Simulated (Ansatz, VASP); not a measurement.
# Two plane-wave programs on ZnO (zincite)

```xyz
4
Lattice="3.1830 0.0000 0.0000 -1.5915 2.7565 0.0000 0.0000 0.0000 5.0994" Properties=species:S:1:pos:R:3 pbc="T T T"
Zn    1.5915    0.9188    0.0000
Zn    0.0000    1.8377    2.5497
O     0.0000    1.8377    4.4825
O     1.5915    0.9188    1.9327
```

Alike in both runs: task single point; functional PBE; k mesh 9 × 9 × 5; occupations fermi-dirac, width 0.05 eV; no spin polarisation.

```csv
,VASP,Ansatz
version,VASP 6.6.1,Ansatz 0.2.0
potentials or method,"VASP PAW PBE potentials, release 64 (Zn, O)",Ansatz PAW earlier set
plane-wave cutoff (eV),520,930
valence electrons in the cell,36,52
```

VASP gave:

| Property | Result |
| --- | --- |
| gap on the k mesh at the Fermi level (eV) | 0.88 |
| least direct gap on the mesh (eV) | 0.88 |
| pressure (GPa) | 17.0 |
| largest component of the traceless stress (GPa) | 1.40 |
| rms of the force components (eV/Å) | 0.056 |

Task: Estimate Ansatz's values.

Result: gap on the k mesh at the Fermi level (eV): 0.91; least direct gap on the mesh (eV): 0.91; pressure (GPa): 15.4; largest component of the traceless stress (GPa): 1.37; rms of the force components (eV/Å): 0.054.

Atom by atom the forces differ by 0.003 eV/Å (rms over components). The two sets of potentials don't hold the same shells in valence.

Caveats: so large a pressure means that the cell lies far from this level's equilibrium, or that cutoff or potentials fall short (VASP); odd divisions of the mesh miss points on the zone boundary, where band edges often lie, so the gap on the mesh can be too wide (Ansatz). PBE gaps usually lie below the measured ones, often by a third to a half.
